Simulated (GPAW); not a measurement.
Runs of GPAW 26.7.0 on BN. It takes space group F-43m (No. 216, cubic). Conventional cell: a = 3.626 Å, b = 3.626 Å, c = 3.626 Å, α = 90.00°, β = 90.00°, γ = 90.00°. N (site symmetry -43m) has 4 B at 1.57 Å as nearest neighbours. B (site symmetry -43m) has 4 N at 1.57 Å as nearest neighbours. The cell is a database's computed one.

```tsv
task	level	potentials or basis	k mesh	cutoff (eV)	smearing	maxiter	response ecut	response k mesh	response bands	kernels	other keys	mesh quality	gap on the mesh (eV)	pressure (GPa)
single point	PBE	GPAW PAW data sets (gpaw-data 1.2.1), pw	7 × 7 × 7	800	fermi-dirac 0.05 eV	100	-	-	-	-	several, not listed	coarse	(a)	-1.6
dielectric tensor	AM05	PAW data sets generated in the run's folder for this functional, pw	10 × 10 × 10	600	fermi-dirac 0.001 eV	150	80 eV	32 × 32 × 32	24	["RPA"]	-	not flagged	4.28	-
dielectric tensor	LDA	the program's PAW data sets (release 1.2.1) made for this functional, pw	10 × 10 × 10	600	fermi-dirac 0.001 eV	150	80 eV	32 × 32 × 32	24	["RPA"]	-	not flagged	4.33	-
dielectric tensor	PBEsol	PAW data sets generated in the run's folder for this functional, pw	10 × 10 × 10	600	fermi-dirac 0.001 eV	150	80 eV	32 × 32 × 32	24	["RPA"]	-	not flagged	4.26	-
single point	LDA	the program's PAW data sets (release 1.2.1) made for this functional, pw	10 × 10 × 10	600	fermi-dirac 0.05 eV	120	-	-	-	-	-	not flagged	4.33	(b)
```

Alike in all rows: no spin polarisation; cell as given.

Problem. Fill in the values left out.

Solution. (a) 4.71; (b) -27.3.

Caveats: some runs use coarse meshes; the long-wavelength limit can be off by a per cent or two (some runs); an odd mesh through Γ misses points on the zone boundary, where band edges often lie (some runs); the cutoff is short for stress and forces, so pressures can be off by a GPa or more (some runs); so large a pressure means that the cell lies far from this level's equilibrium, or that cutoff or potentials fall short (some runs).
